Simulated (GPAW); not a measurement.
# CoO (P1) in GPAW: single point with PBE

Aim: the single point of CoO with PBE.

Program: GPAW 26.7.0. These are calculated values, not measurements. Logs are shortened: lines on timing, memory, paths and dates and some standing lists are left out, and cuts for length are marked. The log counts tension as positive stress, the text compression.

## 1. The cell of the first run

The typed cell holds 4 atoms: a = 3.198 Å, b = 3.198 Å, c = 5.229 Å, α = 90.00°, β = 90.00°, γ = 120.00°.

The cell comes from a database or a generator and needn't be the stable form of this composition.

## 2. Single point, PBE, collinear spin, ferromagnetic start (atoms moved at random, drawn with an rms of 0.05 Å)

run.py

```python
from ase.dft.bandgap import bandgap
from ase.io import read, write
from ase.units import GPa
from gpaw import GPAW, PW

atoms = read('POSCAR')
atoms.set_initial_magnetic_moments([2.0, 2.0, 0.0, 0.0])

calc = GPAW(mode=PW(800),
            xc='PBE',
            kpts={'size': (10, 10, 5), 'gamma': True},
            occupations={'name': 'fermi-dirac', 'width': 0.05},
            nbands=30,
            convergence={'density': 1e-05, 'energy': 1e-05},
            maxiter=150,
            txt='gpaw.txt')
atoms.calc = calc
energy = atoms.get_potential_energy()
forces = atoms.get_forces()
stress = atoms.get_stress()
calc.write('gs.gpw')
write('result.traj', atoms)
print(f'Energy: {energy:.6f} eV')
print('Forces (eV/A):')
print(forces.round(4))
print('Stress (GPa):', (stress / GPa).round(3))
print('Moments:', calc.get_magnetic_moments().round(3))
print('Fermi level:', round(calc.get_fermi_level(), 4), 'eV')
print(f'Gap: {bandgap(calc)[0]:.4f} eV, direct: {bandgap(calc, direct=True)[0]:.4f} eV')
```

POSCAR

```
CoO
1.0
    3.1976457435      0.0000000000      0.0000000000
   -1.5988228718      2.7692424462      0.0000000000
    0.0000000000      0.0000000000      5.2287097100
Co O
2 2
Direct
    0.3360110000      0.6774830000      0.4959470000
    0.0116800000      0.0069190000      0.0012790000
    0.3425860000      0.6630980000      0.8624600000
   -0.0158960000     -0.0233000000      0.3705840000
```

Potentials or basis: GPAW PAW data sets (gpaw-data 1.2.1), pw.

The run is started by

```bash
$ OMP_NUM_THREADS=1 python run.py
```

gpaw.txt:

```text
__  _  _
 | _ |_)|_||  |
 |__||  | ||/\| - 26.7.0

Input parameters:
  mode=PW(ecut=800.0),
  convergence={'density': 1e-05, 'energy': 1e-05},
  kpts=MonkhorstPack(size=(10, 10, 5), gamma=True),
  maxiter=150,
  nbands=30,
  occupations=Occupations(name='fermi-dirac', width=0.05),
  xc=XC(name='PBE')

Diagonalizing LCAO Hamiltonian
Converting LCAO to pw mode

         O

         Co

       O

       Co

Atoms  # Å, Bohr magnetons
|   | symbol |         x |         y |        z |    initial magnetic moments |
|---|--------|-----------|-----------|----------|-----------------------------|
| 0 |     Co | -0.008731 |  1.876115 | 2.593163 | ( 0.0000,  0.0000,  2.0000) |
| 1 |     Co |  0.026286 |  0.019160 | 0.006688 | ( 0.0000,  0.0000,  2.0000) |
| 2 |      O |  0.035292 |  1.836279 | 4.509553 | ( 0.0000,  0.0000,  0.0000) |
| 3 |      O | -0.013577 | -0.064523 | 1.937676 | ( 0.0000,  0.0000,  0.0000) |

Unit cell  # Å
| periodic |         x |        y |        z |  lengths |     angles |
|----------|-----------|----------|----------|----------|------------|
|      yes |  3.197646 | 0.000000 | 0.000000 | 3.197646 |  90.000000 |
|      yes | -1.598823 | 2.769242 | 0.000000 | 3.197646 |  90.000000 |
|      yes |  0.000000 | 0.000000 | 5.228710 | 5.228710 | 120.000000 |

Number of symmetries: 1
Symmetry operations  # r_c * U_cc + t_c -> r_c
|   | kind |            matrix            |
|---|------|------------------------------|
| 0 |  E   |  1, 0, 0,  0, 1, 0,  0, 0, 1 |

BZ-sampling:
  Number of BZ points: 500
  Number of IBZ points: 252

  Monkhorst-Pack size: [10, 10, 5]
  Monkhorst-Pack shift: [0.05, 0.05, 0.0]

K-points  # in reciprocal-cell coordinates
|     |                                coordinates |     weight |
|-----|--------------------------------------------|------------|
|   0 | (  0.00000000,   0.00000000,   0.00000000) | 0.00200000 |
|   1 | (  0.00000000,   0.00000000,   0.20000000) | 0.00400000 |
|   2 | (  0.00000000,   0.00000000,   0.40000000) | 0.00400000 |
|   3 | (  0.00000000,   0.10000000,  -0.40000000) | 0.00400000 |
|   4 | (  0.00000000,   0.10000000,  -0.20000000) | 0.00400000 |
|   5 | (  0.00000000,   0.10000000,   0.00000000) | 0.00400000 |
|   6 | (  0.00000000,   0.10000000,   0.20000000) | 0.00400000 |
|   7 | (  0.00000000,   0.10000000,   0.40000000) | 0.00400000 |
|   8 | (  0.00000000,   0.20000000,  -0.40000000) | 0.00400000 |
|   9 | (  0.00000000,   0.20000000,  -0.20000000) | 0.00400000 |
| ... |                                            |            |
| 251 | (  0.50000000,   0.50000000,   0.40000000) | 0.00400000 |

Plane wave coefficients: 2418
Cutoff: 800.0 eV

Spin-components: 2 (collinear spins)
Bands:           30
Projectors:      22
Spin-degeneracy: 1
Datatype:        complex128

Density:
  Valence electrons: 30.0
  Components: 2
  Grid points: [21 21 35]
  Charge: 0.0  # |e|

Potential:
  Grid points: [21 21 35]

species:
  Co:
    name:    Cobalt
    Z:       27.0
    valence: 9
    core:    18
    charge:  0.0  # [|e|]
    compensation charges:
      type: gauss
      rc: 0.32  # [Å]
      lmax: 2
    cutoffs:
      filter: 1.87  # [Å]
      core: 2.55  # [Å]
    projectors
    | kind |    occ | energy [eV] | rcut [Å] |
    |------|--------|-------------|----------|
    |   4s |  2.000 |      -5.469 |    1.005 |
    |   4p |  0.000 |      -1.277 |    1.058 |
    |   3d |  7.000 |      -8.205 |    1.005 |
    |    s |        |      21.742 |    1.005 |
    |    p |        |      25.934 |    1.058 |
    |    d |        |      19.007 |    1.005 |

    Using partial waves for Co as LCAO basis

  O:
    name:    Oxygen
    Z:       8.0
    valence: 6
    core:    2
    charge:  0.0  # [|e|]
    compensation charges:
      type: gauss
      rc: 0.21  # [Å]
      lmax: 2
    cutoffs:
      filter: 1.17  # [Å]
      core: 0.83  # [Å]
    projectors
    | kind |    occ | energy [eV] | rcut [Å] |
    |------|--------|-------------|----------|
    |   2s |  2.000 |     -23.961 |    0.688 |
    |   2p |  4.000 |      -9.029 |    0.598 |
    |    s |        |       3.251 |    0.688 |
    |    p |        |      18.182 |    0.598 |
    |    d |        |       0.000 |    0.619 |

    Using partial waves for O as LCAO basis

Reference energy: -79887.124414  # eV

eigensolver:
  PPCG
  Converge bands: occupied
  niter=2

density mixing:
  MSR1-Mixer
  Pratt-step length: 0.05
  Maximum mixing coefficient: 0.75
  Old densities: 10
  SVD Regularization: 0.005
  Good broyden scale: 1.0
  Trust region scale: 1.0
  Backstep threshold: 4.0
  History deletion threshold: 6.0
  Fourier metric: weight=20.0, sigma=0.015

occupation numbers:
  Fermi-Dirac:
    width: 0.0500  # eV

poisson solver:
  ecut: 6400.0  # eV

xc functional:
  name: PBE with 2 nearest neighbor stencil

convergence criteria:
- Maximum integral of absolute [dens]ity change: 1e-05 electrons / valence electron
- Maximum [total energy] change in last 3 cyles: 1e-05 eV / valence electron
- Maximum integral of absolute [eigenst]ate change: 4e-08 eV^2 / valence electron
maximum number of iterations: 150

SCF iterations
|iter     | |      energy | eigst |  dens |  magmom |
|---------|-|-------------|-------|-------|---------|
|iter:   1| |  -30.546453 | +0.02 |       |  +4.0031|
|iter:   2| |  -30.086003 | -1.78 | -0.79 |  +4.0839|
|iter:   3| |  -30.267718 | -1.37 | -0.84 |  +4.5519|
|iter:   4| |  -33.393870 | -1.32 | -0.69 |  +4.5627|
|iter:   5| |  -29.209593 | -1.76 | -0.51 |  +4.6377|
|iter:   6| |  -29.198513 | -3.00 | -1.35 |  +4.6709|
|iter:   7| |  -29.267895 | -3.17 | -1.43 |  +4.8644|
|iter:   8| |  -29.337206 | -3.10 | -1.55 |  +5.1162|
|iter:   9| |  -29.381656 | -3.15 | -1.71 |  +5.3821|
|iter:  10| |  -29.401221 | -3.35 | -1.90 |  +5.5613|
|iter:  11| |  -29.412324 | -3.64 | -2.05 |  +5.7093|
|iter:  12| |  -29.414296 | -4.43 | -2.20 |  +5.7410|
|iter:  13| |  -29.418047 | -4.09 | -2.36 |  +5.8267|
|iter:  14| |  -29.417761 | -5.19 | -2.55 |  +5.8049|
|iter:  15| |  -29.418963 | -4.80 | -2.84 |  +5.8372|
|iter:  16| |  -29.418995 | -5.81 | -3.22 |  +5.8239|
|iter:  17| |  -29.419239c| -5.74 | -3.54 |  +5.8306|
|iter:  18| |  -29.419241c| -7.27 | -3.77 |  +5.8294|
|iter:  19| |  -29.419263c| -7.33 | -4.06 |  +5.8298|
|iter:  20| |  -29.419272c| -7.62c| -4.59 |  +5.8304|
|iter:  21| |  -29.419272c| -7.78c| -4.98 |  +5.8305|
|iter:  22| |  -29.419272c| -7.82c| -5.10c|  +5.8305|

Converged in 22 steps
Energy contributions relative to reference atoms: (reference = -79887.124414)

Energy contributions:
  Kinetic:          56.279194
  Coulomb:         -50.646573
  Zero:              0.251769
  External:          0.000000
  Xc:              -35.292693
  Entropy:          -0.021937
  Spinorbit:         0.000000
  ----------------------------
  Free energy:     -29.430240
  Extrapolated:    -29.419272

dipole moment: (-1.590329, 0.695489, -12.991618)  # |e|*Ang

Total magnetic moment: (0.000000, 0.000000, 5.830493)

Local magnetic moments
|        x |        y |        z |
|----------|----------|----------|
| 0.000000 | 0.000000 | 2.425100 |  # Co   0
| 0.000000 | 0.000000 | 2.429023 |  # Co   1
| 0.000000 | 0.000000 | 0.241726 |  # O    2
| 0.000000 | 0.000000 | 0.235906 |  # O    3

Fermi level: 6.703
Eigenvalues  # (at kpt = [0.000, 0.000, 0.000])
| band index |      eig [eV] | occ [0-1] |      eig [eV] | occ [0-1] |
|------------|---------------|-----------|---------------|-----------|
|          0 |       -13.357 |     1.000 |       -12.821 |     1.000 |
|        ... |               |           |               |           |
|          6 |         0.985 |     1.000 |         2.091 |     1.000 |
|          7 |         1.024 |     1.000 |         2.149 |     1.000 |
|          8 |         3.990 |     1.000 |         5.832 |     1.000 |
|          9 |         4.161 |     1.000 |         5.861 |     1.000 |
|         10 |         4.192 |     1.000 |         6.462 |     0.992 |
|         11 |         4.452 |     1.000 |         6.497 |     0.984 |
|         12 |         4.478 |     1.000 |         6.963 |     0.006 |
|         13 |         5.985 |     1.000 |         7.319 |     0.000 |
|         14 |         6.009 |     1.000 |         8.310 |     0.000 |
|         15 |         6.500 |     0.983 |         8.355 |     0.000 |
|         16 |         6.859 |     0.042 |         9.271 |     0.000 |
|         17 |         6.924 |     0.012 |         9.388 |     0.000 |
|         18 |         6.973 |     0.005 |         9.412 |     0.000 |
|         19 |        12.003 |     0.000 |        12.608 |     0.000 |
|         20 |        13.627 |     0.000 |        14.545 |     0.000 |
|         21 |        20.017 |     0.000 |        20.738 |     0.000 |
|        ... |               |           |               |           |
|         29 |        25.809 |     0.000 |        26.590 |     0.000 |

No gap
No difference between direct/indirect transitions

Forces  # eV/Ang
|        x |        y |        z |
|----------|----------|----------|
| -0.06900 | -0.50742 | -0.18489 |  # Co   0
|  0.05277 | -0.15216 | -0.39134 |  # Co   1
| -0.05872 |  0.12807 |  0.56385 |  # O    2
|  0.07483 |  0.53157 |  0.01185 |  # O    3

Stress tensor  # eV/Ang^3
|         x |         y |         z |
|-----------|-----------|-----------|
| -0.018202 | -0.003408 | -0.000017 |
| -0.003408 |  0.002995 |  0.009667 |
| -0.000017 |  0.009667 | -0.029902 |

# Writing to gs.gpw (mode='')
```

Wall time 12 min (1 thread of Intel Xeon 6975P-C (Granite Rapids), shared host); peak memory 0.91 GiB.

Results:

```
Free energy            : -29.4302 eV
Pressure               : 2.4 GPa
Largest force          : 0.581 eV/Å
Band gap on the k mesh : none (metal or under the smearing width)
Net moment             : 5.83 μB per cell
Site moments           : Co +2.43; O +0.24 μB
```

Forces on the atoms (eV/Å):
```
Co  -0.069 -0.507 -0.185
Co   0.053 -0.152 -0.391
O   -0.059  0.128  0.564
O    0.075  0.532  0.012
```

Stress tensor (GPa, compression positive):
```
 2.92  0.55  0.00
 0.55 -0.48 -1.55
 0.00 -1.55  4.79
```

Caveat: semilocal functionals often make such compounds metallic where correlation or magnetic order opens a gap, which also shifts bond lengths.
